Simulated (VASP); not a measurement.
# Se (Im-3m) in VASP: a series of runs

One crystal, Se, is run at these levels: PBE; tasks: relaxation of cell and atoms.

All numbers are computed with VASP 6.6.1; they aren't measurements. Logs are shortened: lines on timing, memory, paths and dates and some standing lists are left out, and cuts for length are marked.

**1. The crystal as given**

It takes space group Im-3m (No. 229, cubic). Conventional cell: a = 2.808 Å, b = 2.808 Å, c = 2.808 Å, α = 90.00°, β = 90.00°, γ = 90.00°. Se (site symmetry m-3m) is surrounded by 8 Se at 2.43 Å.

This isn't the form of Se at room conditions, which is trigonal, of chains.

**2. Relaxation of cell and atoms, PBE**

Contents of INCAR:

```
SYSTEM = Se
PREC = Accurate
ENCUT = 520
EDIFF = 1E-6
ISMEAR = 0
SIGMA = 0.1
LREAL = .FALSE.
LASPH = .TRUE.
NELM = 120
ALGO = Normal
ISIF = 3
LWAVE = .FALSE.
LCHARG = .FALSE.
GGA = PE
IBRION = 2
NSW = 90
EDIFFG = -0.01
```

Contents of KPOINTS:

```
Automatic mesh
0
G
  22 22 22
  0 0 0
```

Contents of POSCAR:

```
Se
1.0
   -1.4038000000      1.4038000000      1.4038000000
    1.4038000000     -1.4038000000      1.4038000000
    1.4038000000      1.4038000000     -1.4038000000
Se
1
Direct
    0.0000000000      0.0000000000      0.0000000000
```

Potentials or basis: VASP PAW PBE potentials, release 64 (Se).

The run is started by

```
cat potpaw_PBE.64/Se/POTCAR > POTCAR
mpirun -np 1 vasp_std > vasp.out
```

OUTCAR:

```text
SYSTEM = Se
   PREC = Accurate
   ENCUT = 520
   EDIFF = 1E-6
   ISMEAR = 0
   LREAL = .FALSE.
   LASPH = .TRUE.
   NELM = 120
   ISIF = 3
   GGA = PE
   IBRION = 2
   NSW = 90
   EDIFFG = -0.01

 ion  position               nearest neighbor table
   1  0.000  0.000  0.000-

  LATTYP: Found a body centered cubic cell.
 ALAT       =     2.8076000000

  Lattice vectors:

 A1 = (  -1.4038000000,   1.4038000000,   1.4038000000)
 A2 = (   1.4038000000,  -1.4038000000,   1.4038000000)
 A3 = (   1.4038000000,   1.4038000000,  -1.4038000000)

Analysis of symmetry for initial positions (statically):
=====================================================================
 Subroutine PRICEL returns:
 Original cell was already a primitive cell.

 Routine SETGRP: Setting up the symmetry group for a
 body centered cubic supercell.

 Subroutine GETGRP returns: Found 48 space group operations
 (whereof 48 operations were pure point group operations)
 out of a pool of 48 trial point group operations.

The static configuration has the point symmetry O_h .

Analysis of symmetry for dynamics (positions and initial velocities):
=====================================================================
 Subroutine PRICEL returns:
 Original cell was already a primitive cell.

 Routine SETGRP: Setting up the symmetry group for a
 body centered cubic supercell.

 Subroutine GETGRP returns: Found 48 space group operations
 (whereof 48 operations were pure point group operations)
 out of a pool of 48 trial point group operations.

The dynamic configuration has the point symmetry O_h .

 Subroutine INISYM returns: Found 48 space group operations
 (whereof 48 operations are pure point group operations),
 and found     1 'primitive' translations

----------------------------------------------------------------------------------------

                                     Primitive cell

  volume of cell :      11.0656

  direct lattice vectors                    reciprocal lattice vectors
    -1.403800000  1.403800000  1.403800000     0.000000000  0.356176093  0.356176093
     1.403800000 -1.403800000  1.403800000     0.356176093  0.000000000  0.356176093
     1.403800000  1.403800000 -1.403800000     0.356176093  0.356176093  0.000000000

  length of vectors
     2.431452924  2.431452924  2.431452924     0.503709062  0.503709062  0.503709062

  position of ions in fractional coordinates (direct lattice)
     0.000000000  0.000000000  0.000000000

  ion indices of the primitive-cell ions
   primitive index   ion index
                 1           1

----------------------------------------------------------------------------------------

 KPOINTS: Automatic mesh

Automatic generation of k-mesh.
 Grid dimensions read from file:
 generate k-points for:   22   22   22

 Generating k-lattice:

  Cartesian coordinates                     Fractional coordinates (reciprocal lattice)
     0.000000000  0.016189822  0.016189822     0.045454545  0.000000000  0.000000000
     0.016189822  0.000000000  0.016189822     0.000000000  0.045454545  0.000000000
     0.016189822  0.016189822  0.000000000     0.000000000  0.000000000  0.045454545

  Length of vectors
     0.022895866  0.022895866  0.022895866

  Shift w.r.t. Gamma in fractional coordinates (k-lattice)
     0.000000000  0.000000000  0.000000000

 Subroutine IBZKPT returns following result:
 ===========================================

 Found    328 irreducible k-points:

 Following reciprocal coordinates:
            Coordinates               Weight
  0.000000  0.000000  0.000000      1.000000
  0.045455  0.000000  0.000000     12.000000
  0.090909  0.000000  0.000000     12.000000
  0.136364  0.000000  0.000000     12.000000
  0.181818  0.000000  0.000000     12.000000
  0.227273  0.000000  0.000000     12.000000
[... 16 lines left out ...]
  0.090909  0.090909  0.000000     24.000000
  0.136364  0.090909  0.000000     48.000000
 [... further k-points ...]
   k-points           NKPTS =    328   k-points in BZ     NKDIM =    328   number of bands    NBANDS=      7
   number of dos      NEDOS =    301   number of ions     NIONS =      1
   total plane-waves  NPLWV =   5832
   dimension x,y,z NGX =    18 NGY =   18 NGZ =   18
   dimension x,y,z NGXF=    36 NGYF=   36 NGZF=   36
   ions per type =               1
   NGX,Y,Z   is equivalent  to a cutoff of  12.31, 12.31, 12.31 a.u.
   NGXF,Y,Z  is equivalent  to a cutoff of  24.61, 24.61, 24.61 a.u.
 SYSTEM =  Se
   PREC   = accura    normal or accurate (medium, high low for compatibility)
   ISTART =      0    job   : 0-new  1-cont  2-samecut
   ICHARG =      2    charge: 1-file 2-atom 10-const
   ISPIN  =      1    spin polarized calculation?
   LNONCOLLINEAR =      F non collinear calculations
   LSORBIT =      F    spin-orbit coupling
   LASPH  =      T    aspherical Exc in radial PAW
   ENCUT  =  520.0 eV  38.22 Ry    6.18 a.u.   4.52  4.52  4.52*2*pi/ulx,y,z
   NELM   =    120;   NELMIN=  2; NELMDL= -5     # of ELM steps
   EDIFF  = 0.1E-05   stopping-criterion for ELM
   LREAL  =      F    real-space projection
   EDIFFG = -.1E-01   stopping-criterion for IOM
   NSW    =     90    number of steps for IOM
   IBRION =      2    ionic relax: 0-MD 1-quasi-New 2-CG
   NFREE  =      1    steps in history (QN), initial steepest desc. (CG)
   ISIF   =      3    stress and relaxation
   ISYM   =      2    0-nonsym 1-usesym 2-fastsym
   POTIM  = 0.5000    time-step for ionic-motion
   TEBEG  =    0.0;   TEEND  =   0.0 temperature during run
   PSTRESS=    0.0 pullay stress
   NELECT =       6.0000    total number of electrons
   NUPDOWN=      -1.0000    fix difference up-down
   EMIN   =  10.00;   EMAX   =-10.00  energy-range for DOS
   EFERMI =   0.00;   METHOD = LEGACY
   ISMEAR =     0;   SIGMA  =   0.10  broadening in eV -4-tet -1-fermi 0-gaus
   EFERMI_NEDOS =   21; number of points for ismear=-14 and -15
   IALGO  =     38    algorithm
   IMIX   =      4    mixing-type and parameters
     AMIX     =   0.40;   BMIX     =  1.00
     AMIX_MAG =   1.60;   BMIX_MAG =  1.00
  volume/ion in A,a.u.               =      11.07        74.67
  Fermi-wavevector in a.u.,A,eV,Ry     =   1.334955  2.522699 24.247014  1.782105
  Thomas-Fermi vector in A             =   2.463697
   LORBIT       =      0    0 simple, 1 ext, 2 COOP (PROOUT), +10 PAW based schemes
   GGA     = PE    functional components
   LHFCALC =     F    Hartree Fock is set to
   AEXX    =    0.0000 exact exchange contribution
   IVDW    =     0    specifies the selected vdW correction
   LEPSILON=     F    determine dielectric tensor
   LRPA    =     F    only Hartree local field effects (RPA)
 conjugate gradient relaxation of ions
 non-spin polarized calculation
 Gauss-broadening in eV      SIGMA  =   0.10
  energy-cutoff  :      520.00
  volume of cell :       11.07
 maximum number of plane-waves:       321
   NGX =  9   NGY =  9   NGZ =  9

--------------------------------------- Ionic step        1  -------------------------------------------

 number of electron       6.0000001 magnetization

 Free energy of the ion-electron system (eV)
  ---------------------------------------------------
  ext. energy  EPLUGINS =         0.00000000
  ---------------------------------------------------
  free energy    TOTEN  =        -0.03120444 eV

  energy without entropy =       -0.02997900  energy(sigma->0) =       -0.03059172

 E-fermi :  15.3255     XC(G=0): -13.5700

 val. band max:       15.3191099681   @ k =  -0.3182   0.4091   0.2273
 cond. band min:      15.3407412499   @ k =   0.3182   0.1818   0.0455
 fundamental gap:      0.0216312818
 Fermi energy:        15.3255076297

 k-point     1 :       0.0000    0.0000    0.0000
  band No.  band energies     occupation
      1      -8.6623      2.00000
      2      23.0022      0.00000
      3      23.0022      0.00000
      4      23.0022      0.00000
      5      29.4086      0.00000
      6      29.4086      0.00000
      7      29.4086      0.00000

 k-point     2 :       0.0455    0.0000    0.0000
  band No.  band energies     occupation
      1      -8.5840      2.00000
      2      22.3463      0.00000
      3      22.6344      0.00000
      4      22.9195      0.00000
      5      28.9497      0.00000
      6      29.2768      0.00000
      7      29.9055      0.00000
[... 950 lines left out ...]
 POSITION                                       TOTAL-FORCE (eV/Angst)
 -----------------------------------------------------------------------------------
      1.71853      1.71853     -1.71853         0.000000     -0.000000     -0.000000
 -----------------------------------------------------------------------------------
    total drift:                                0.000000      0.000000     -0.000000

  FREE ENERGIE OF THE ION-ELECTRON SYSTEM (eV)
  ---------------------------------------------------
  free  energy   TOTEN  =        -2.9146867205 eV

  energy  without entropy=       -2.9099356182  energy(sigma->0) =       -2.91231117

--------------------------------------- Ionic step        8  -------------------------------------------

 number of electron       6.0000001 magnetization

 Free energy of the ion-electron system (eV)
  ---------------------------------------------------
  ext. energy  EPLUGINS =         0.00000000
  ---------------------------------------------------
  free energy    TOTEN  =        -2.91469424 eV

  energy without entropy =       -2.90992713  energy(sigma->0) =       -2.91231068

 E-fermi :   5.5430     XC(G=0): -10.5946

 val. band max:        5.5364545935   @ k =  -0.3182   0.3636   0.1818
 cond. band min:       5.5577986881   @ k =   0.1364   0.1364   0.1364
 fundamental gap:      0.0213440946
 Fermi energy:         5.5430101931

 k-point     1 :       0.0000    0.0000    0.0000
  band No.  band energies     occupation
      1     -10.6120      2.00000
      2       8.4662      0.00000
      3       8.4662      0.00000
      4       8.4662      0.00000
      5      16.6374      0.00000
      6      17.9011      0.00000
      7      17.9011      0.00000

 k-point     2 :       0.0455    0.0000    0.0000
  band No.  band energies     occupation
      1     -10.5686      2.00000
      2       8.1808      0.00000
      3       8.3733      0.00000
      4       8.4501      0.00000
      5      16.8285      0.00000
      6      17.7038      0.00000
      7      17.8442      0.00000
[... 242 lines left out ...]
 POSITION                                       TOTAL-FORCE (eV/Angst)
 -----------------------------------------------------------------------------------
     -0.00000      0.00000      0.00000         0.000000     -0.000000      0.000000
 -----------------------------------------------------------------------------------
    total drift:                                0.000000     -0.000000      0.000000

  FREE ENERGIE OF THE ION-ELECTRON SYSTEM (eV)
  ---------------------------------------------------
  free  energy   TOTEN  =        -2.9146942371 eV

  energy  without entropy=       -2.9099271306  energy(sigma->0) =       -2.91231068

 reached required accuracy - stopping structural energy minimisation
```

It took 37 s on 1 thread of Intel Xeon 6975P-C (Granite Rapids), shared host; peak memory 0.13 GiB.

What came out:

| Item | Value |
| --- | --- |
| Free energy | -2.9147 eV |
| Relaxed volume | 20.33 Å³/atom |
| Relaxed cell | a = 2.978 Å, b = 2.978 Å, c = 2.978 Å, α = 109.47°, β = 109.47°, γ = 109.47° |
| Space group after relaxing (to 0.05 Å) | Im-3m (No. 229) |
| Energy gained by relaxing | 2883.5 meV/atom |
| Ionic steps | 8 |
| Pressure after relaxing | 0.0 GPa |
| Band gap on the k mesh | none (metal or under the smearing width) |

The path:
| step | energy change (eV) | largest force (eV/Å) | pressure (GPa) | volume (Å³) |
| --- | --- | --- | --- | --- |
| 1 | 0.0000 | 0.0000 | 172.99 | 11.07 |
| 2 | -1.5710 | 0.0000 | -8.44 | 43.35 |
| 3 | -2.8676 | 0.0000 | -3.78 | 21.60 |
| 4 | -2.8777 | 0.0000 | -2.37 | 21.08 |
| 5 | -2.8835 | 0.0000 | 0.16 | 20.28 |
| 6 | -2.8831 | 0.0000 | -0.62 | 20.51 |
| 7 | -2.8835 | 0.0000 | 0.10 | 20.30 |
| 8 | -2.8835 | 0.0000 | 0.00 | 20.33 |

Final structure:
```yaml
crystal:
  lattice:
    - [-1.71930, 1.71930, 1.71930]
    - [1.71930, -1.71930, 1.71930]
    - [1.71930, 1.71930, -1.71930]
  atoms:
    - { symbol: Se, position: [0.00000, 0.00000, 0.00000] }
```

Caveat: the volume moved by over 15 % at a fixed basis, so the end points are rough; the volume moved by +84 % from the deposited cell, more than functionals usually miss. PBE usually gives volumes a little too large and moduli too small.

(Part 1 of 2 ends here.)
